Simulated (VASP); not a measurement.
# InP (Fm-3m) in VASP: notebook

One crystal, InP, is run at these levels: PBEsol; tasks: single point.

Program: VASP 6.6.1. These are calculated values, not measurements. Logs are shortened: lines on timing, memory, paths and dates and some standing lists are left out, and cuts for length are marked.

### Step 1. Starting point

The structure is cubic, space group Fm-3m (No. 225). Conventional cell: a = 5.538 Å, b = 5.538 Å, c = 5.538 Å, α = 90.00°, β = 90.00°, γ = 90.00°. In (site symmetry m-3m) has 6 P at 2.77 Å as nearest neighbours. P (site symmetry m-3m) is surrounded by 6 In at 2.77 Å.

Measurements of this composition are mostly on another form, of space group No. 216.

### Step 2. Single point, PBEsol

The input, INCAR:

```
SYSTEM = InP
  PREC = Low
  ENCUT = 400
  EDIFF = 1E-6
  ISMEAR = 0
  SIGMA = 0.05
  LREAL = .False.
  LASPH = .True.
  NELM = 100
  ALGO = Normal
  ISIF = 2
  LWAVE = .False.
  LCHARG = .False.
  GGA = PS
  ADDGRID = .False.
```

The input, KPOINTS:

```
regular mesh
0
Gamma
  5 5 5
  0 0 0
```

The input, POSCAR:

```
InP
1.0
    0.0000000000      2.7688340000      2.7688340000
    2.7688340000      0.0000000000      2.7688340000
    2.7688340000      2.7688340000      0.0000000000
In P
1 1
Direct
    0.0000000000      0.0000000000      0.0000000000
    0.5000000000      0.5000000000      0.5000000000
```

Potentials or basis: VASP PAW PBE potentials, release 64 (In_d, P).

Started as:

```bash
$ cat potpaw_PBE.64/In_d/POTCAR potpaw_PBE.64/P/POTCAR > POTCAR
$ mpirun -np 1 vasp_std > vasp.out
```

OUTCAR:

```text
SYSTEM = InP
   PREC = Low
   ENCUT = 400
   EDIFF = 1E-6
   ISMEAR = 0
   LREAL = .False.
   LASPH = .True.
   NELM = 100
   ISIF = 2
   GGA = PS

 Found     10 irreducible k-points:

 Following reciprocal coordinates:
            Coordinates               Weight
  0.000000  0.000000  0.000000      1.000000
  0.200000  0.000000  0.000000      8.000000
  0.400000  0.000000  0.000000      8.000000
  0.200000  0.200000  0.000000      6.000000
  0.400000  0.200000  0.000000     24.000000
 -0.400000  0.200000  0.000000     24.000000
   k-points           NKPTS =     10   k-points in BZ     NKDIM =     10   number of bands    NBANDS=     13
   number of dos      NEDOS =    301   number of ions     NIONS =      2
   total plane-waves  NPLWV =   8000
   dimension x,y,z NGX =    20 NGY =   20 NGZ =   20
   dimension x,y,z NGXF=    20 NGYF=   20 NGZF=   20
   ions per type =               1   1
   NGX,Y,Z   is equivalent  to a cutoff of   8.49,  8.49,  8.49 a.u.
   NGXF,Y,Z  is equivalent  to a cutoff of   8.49,  8.49,  8.49 a.u.
 SYSTEM =  InP
   PREC   = low       normal or accurate (medium, high low for compatibility)
   ISTART =      0    job   : 0-new  1-cont  2-samecut
   ICHARG =      2    charge: 1-file 2-atom 10-const
   ISPIN  =      1    spin polarized calculation?
   LNONCOLLINEAR =      F non collinear calculations
   LSORBIT =      F    spin-orbit coupling
   LASPH  =      T    aspherical Exc in radial PAW
   ENCUT  =  400.0 eV  29.40 Ry    5.42 a.u.   6.39  6.39  6.39*2*pi/ulx,y,z
   NELM   =    100;   NELMIN=  2; NELMDL= -5     # of ELM steps
   EDIFF  = 0.1E-05   stopping-criterion for ELM
   LREAL  =      F    real-space projection
   EDIFFG = 0.1E-04   stopping-criterion for IOM
   NSW    =      0    number of steps for IOM
   IBRION =     -1    ionic relax: 0-MD 1-quasi-New 2-CG
   NFREE  =      0    steps in history (QN), initial steepest desc. (CG)
   ISIF   =      2    stress and relaxation
   ISYM   =      2    0-nonsym 1-usesym 2-fastsym
   POTIM  = 0.5000    time-step for ionic-motion
   TEBEG  =    0.0;   TEEND  =   0.0 temperature during run
   PSTRESS=    0.0 pullay stress
   NELECT =      18.0000    total number of electrons
   NUPDOWN=      -1.0000    fix difference up-down
   EMIN   =  10.00;   EMAX   =-10.00  energy-range for DOS
   EFERMI =   0.00;   METHOD = LEGACY
   ISMEAR =     0;   SIGMA  =   0.05  broadening in eV -4-tet -1-fermi 0-gaus
   EFERMI_NEDOS =   21; number of points for ismear=-14 and -15
   IALGO  =     38    algorithm
   IMIX   =      4    mixing-type and parameters
     AMIX     =   0.40;   BMIX     =  1.00
     AMIX_MAG =   1.60;   BMIX_MAG =  1.00
  volume/ion in A,a.u.               =      21.23       143.25
  Fermi-wavevector in a.u.,A,eV,Ry     =   1.229869  2.324115 20.579860  1.512577
  Thomas-Fermi vector in A             =   2.364739
   LORBIT       =      0    0 simple, 1 ext, 2 COOP (PROOUT), +10 PAW based schemes
   GGA     = PS    functional components
   LHFCALC =     F    Hartree Fock is set to
   AEXX    =    0.0000 exact exchange contribution
   IVDW    =     0    specifies the selected vdW correction
   LEPSILON=     F    determine dielectric tensor
   LRPA    =     F    only Hartree local field effects (RPA)
 non-spin polarized calculation
 Gauss-broadening in eV      SIGMA  =   0.05
  energy-cutoff  :      400.00
  volume of cell :       42.45
 maximum number of plane-waves:       785
   NGX = 13   NGY = 13   NGZ = 13

 number of electron      17.9997772 magnetization

 Free energy of the ion-electron system (eV)
  ---------------------------------------------------
  ext. energy  EPLUGINS =         0.00000000
  ---------------------------------------------------
  free energy    TOTEN  =        -8.75393913 eV

  energy without entropy =       -8.75050705  energy(sigma->0) =       -8.75222309

 E-fermi :   7.0384     XC(G=0): -10.5482

 val. band max:        7.0271573026   @ k =   0.4000   0.0000   0.0000
 cond. band min:       7.2333945941   @ k =  -0.2000   0.2000   0.0000
 fundamental gap:      0.2062372915
 Fermi energy:         7.0383556307

 k-point     1 :       0.0000    0.0000    0.0000
  band No.  band energies     occupation
      1      -7.2085      2.00000
      2      -7.2085      2.00000
      3      -7.1881      2.00000
      4      -7.1881      2.00000
      5      -7.1878      2.00000
      6      -5.0925      2.00000
      7       6.6663      2.00000
      8       6.6663      2.00000
      9       6.6663      2.00000
     10       7.4073      0.00000
     11      13.9943      0.00000
     12      13.9945      0.00000
     13      13.9945      0.00000

 k-point     2 :       0.2000    0.0000    0.0000
  band No.  band energies     occupation
      1      -7.2291      2.00000
      2      -7.2287      2.00000
      3      -7.1903      2.00000
      4      -7.1607      2.00000
      5      -7.1606      2.00000
      6      -4.5982      2.00000
      7       3.6969      2.00000
      8       6.7553      2.00000
      9       6.7554      2.00000
     10       9.4550      0.00000
     11      12.4807      0.00000
     12      12.5282      0.00000
     13      12.5284      0.00000

 k-point     3 :       0.4000    0.0000    0.0000
  band No.  band energies     occupation
      1      -7.2656      2.00000
      2      -7.2651      2.00000
      3      -7.1985      2.00000
      4      -7.1121      2.00000
      5      -7.1119      2.00000
      6      -3.3526      2.00000
      7       0.8268      2.00000
      8       7.0270      1.25144
      9       7.0272      1.24856
     10       9.4345      0.00000
     11      10.5774      0.00000
     12      10.5777      0.00000
     13      12.1256      0.00000

 k-point     4 :       0.2000    0.2000    0.0000
  band No.  band energies     occupation
      1      -7.2892      2.00000
      2      -7.2075      2.00000
      3      -7.1919      2.00000
      4      -7.1506      2.00000
      5      -7.1504      2.00000
      6      -4.3954      2.00000
      7       4.2306      2.00000
      8       5.8390      2.00000
      9       5.8390      2.00000
     10       9.1349      0.00000
     11      11.8806      0.00000
     12      12.1349      0.00000
     13      14.2394      0.00000

 k-point     5 :       0.4000    0.2000    0.0000
  band No.  band energies     occupation
      1      -7.3548      2.00000
      2      -7.2122      2.00000
      3      -7.2043      2.00000
      4      -7.1281      2.00000
      5      -7.1047      2.00000
      6      -3.3003      2.00000
      7       1.9858      2.00000
      8       5.4231      2.00000
      9       5.6248      2.00000
     10       7.8331      0.00000
     11      11.8194      0.00000
     12      13.2039      0.00000
     13      13.2335      0.00000

 k-point     6 :      -0.4000    0.2000    0.0000
  band No.  band energies     occupation
      1      -7.3393      2.00000
      2      -7.2446      2.00000
      3      -7.1775      2.00000
      4      -7.1327      2.00000
      5      -7.1045      2.00000
      6      -2.5939      2.00000
      7       0.7793      2.00000
      8       4.4608      2.00000
      9       6.3118      2.00000
     10       8.5034      0.00000
     11      11.6569      0.00000
     12      11.6872      0.00000
     13      14.3210      0.00000

 [... further k-points ...]

------------------------ aborting loop because EDIFF is reached ----------------------------------------

  FORCE on cell =-STRESS in cart. coord.  units (eV):
  Direction    XX          YY          ZZ          XY          YZ          ZX
  --------------------------------------------------------------------------------------
  -------------------------------------------------------------------------------------
  Total       -0.8207945     -0.8207945     -0.8207945     -0.0000000      0.0000000     -0.0000000
  in kB      -30.9759255    -30.9759255    -30.9759255     -0.0000000      0.0000000     -0.0000000
  external PRESSURE =     -30.9759255 kB  Pullay stress =       0.0000000 kB

 VOLUME and BASIS-vectors are now :
 -----------------------------------------------------------------------------
  energy-cutoff  :      400.00
  volume of cell :       42.45
      direct lattice vectors                 reciprocal lattice vectors
     0.000000000  2.768834000  2.768834000    -0.180581429  0.180581429  0.180581429
     2.768834000  0.000000000  2.768834000     0.180581429 -0.180581429  0.180581429
     2.768834000  2.768834000  0.000000000     0.180581429  0.180581429 -0.180581429

 POSITION                                       TOTAL-FORCE (eV/Angst)
 -----------------------------------------------------------------------------------
      0.00000      0.00000      0.00000         0.000000      0.000000      0.000000
      2.76883      2.76883      2.76883        -0.000000     -0.000000     -0.000000
 -----------------------------------------------------------------------------------
    total drift:                                0.000000      0.000000      0.000000

  FREE ENERGIE OF THE ION-ELECTRON SYSTEM (eV)
  ---------------------------------------------------
  free  energy   TOTEN  =        -8.7539391286 eV

  energy  without entropy=       -8.7505070505  energy(sigma->0) =       -8.75222309
```

It took 1.7 s on 1 thread of Intel Xeon 6975P-C (Granite Rapids), shared host; peak memory 0.11 GiB.

These settings aren't checked as converged: the numbers below hold their error.

What came out:

| Quantity | Value |
| --- | --- |
| Free energy | -8.7539 eV |
| Pressure | -3.1 GPa |
| Band gap on the k mesh | none (metal or under the smearing width) |

Caveat: the k mesh is coarse (spacing up to 0.39 Å⁻¹), so the values aren't converged; the PAW data sets were made with another functional, which shifts forces and pressure a little.

(Continued in part 2 of 2.)
